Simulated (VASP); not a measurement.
LiF, 2 atoms in the cell. Symmetry: P4mm, No. 99, tetragonal system. Conventional cell: a = 2.560 Å, b = 2.560 Å, c = 2.560 Å, α = 90.00°, β = 90.00°, γ = 90.00°. Li (site symmetry 4mm) is surrounded by 8 F at 2.08 to 2.38 Å. Around F (site symmetry 4mm) lie 8 Li at 2.08 to 2.38 Å. Measurements of this composition are mostly on another form, of space group No. 225. The cell isn't the ideal one: all Li atoms moved +0.263 Å, as atom 1 towards its neighbour atom 1 (Li) at 2.560 Å.

- Program: VASP 6.6.1
- Task: single point
- Functional: LDA
- Potentials or basis: VASP PAW LDA potentials, release 64 (Li_sv, F)
- Cutoff: 520 eV
- k mesh: 10 × 10 × 10
- Occupations: gaussian, width 0.05 eV
- Spin: no spin polarisation
- Dipole correction: no
- Further INCAR settings: ALGO = Normal; EDIFF = 1e-06; NBANDS = 12

Potentials or basis: VASP PAW LDA potentials, release 64 (Li_sv, F).

Command:

```console
$ cat potpaw_LDA.64/Li_sv/POTCAR potpaw_LDA.64/F/POTCAR > POTCAR
$ mpirun -np 1 vasp_std > vasp.out
```

Hardware: 1 thread of Intel(R) Xeon(R) 6975P-C (Granite Rapids), on a shared host.

Task: How long does it take, and how much memory?

Result: Run time: 6.6 s on 1 thread of Intel(R) Xeon(R) 6975P-C (Granite Rapids), on a shared host, peak memory 0.13 GiB. Counts: scf iterations 11, k points 126.
